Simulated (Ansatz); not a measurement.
# Al2O3: the cost of one run

Program: Ansatz 0.2.0. Level of theory: DFT PBE, scalar-relativistic, plane waves, PAW. These are calculated values, not measurements.

3 further runs of the same task are left out: 3 set aside as unsound or not needed.

### 1 The system as given

The cell holds 40 atoms (Al15BO24): a = 7.069 Å, b = 7.069 Å, c = 7.069 Å, α = 85.73°, β = 85.73°, γ = 85.73°.

The coordinates of this cell stand in the input of its own run.

The host was relaxed before at PBE: a = 4.809 Å, b = 4.809 Å, c = 13.125 Å, α = 90.00°, β = 90.00°, γ = 120.00° (conventional cell), 8.761 Å³/atom.

Places, in fractions of the supercell: B in place of Al at (0.148, 0.148, 0.148). The start keeps the symmetry of the ideal site.

### 2 Band edges of the host over the zone

input.yaml reads:

```yaml
crystal:
  lattice:
    - [2.4042988063, 1.3881225631, 4.374911747]
    - [-2.4042988063, 1.3881225631, 4.374911747]
    - [0.0, -2.7762451261, 4.374911747]
  atoms:
    - { symbol: Al, position: [0.1478748935, 0.1478748935, 0.1478748935] }
    - { symbol: Al, position: [0.3521251065, 0.3521251065, 0.3521251065] }
    - { symbol: Al, position: [0.6478748935, 0.6478748935, 0.6478748935] }
    - { symbol: Al, position: [0.8521251065, 0.8521251065, 0.8521251065] }
    - { symbol: O, position: [0.9438371958, 0.5561628042, 0.25] }
    - { symbol: O, position: [0.4438371958, 0.75, 0.0561628042] }
    - { symbol: O, position: [0.5561628042, 0.25, 0.9438371958] }
    - { symbol: O, position: [0.25, 0.9438371958, 0.5561628042] }
    - { symbol: O, position: [0.75, 0.0561628042, 0.4438371958] }
    - { symbol: O, position: [0.0561628042, 0.4438371958, 0.75] }
basis:
  ecutwfc: 420
  xc_grid: 2
kpoints:
  mp_grid: { grid: [6, 6, 6] }
  band_path: { path: [VBM, CBM], npoints: 2 }
hamiltonian:
  xc: pbe
scf:
  occupations: { method: gaussian, width: 0.02 }
output:
  forces: true
  stress: true
  eigenvalues: true
```

Started as:

```
$ ansatz run input.yaml --threads 8 --pin off --max-ram 16384MiB --backend cpu --events-out ev --progress --plain --runs-dir out
```

**Question.** How long does this run take on 8 threads of Arm Neoverse V1, shared host, and how much memory does it need?

About 2.5 s, with a peak of 0.49 GiB.
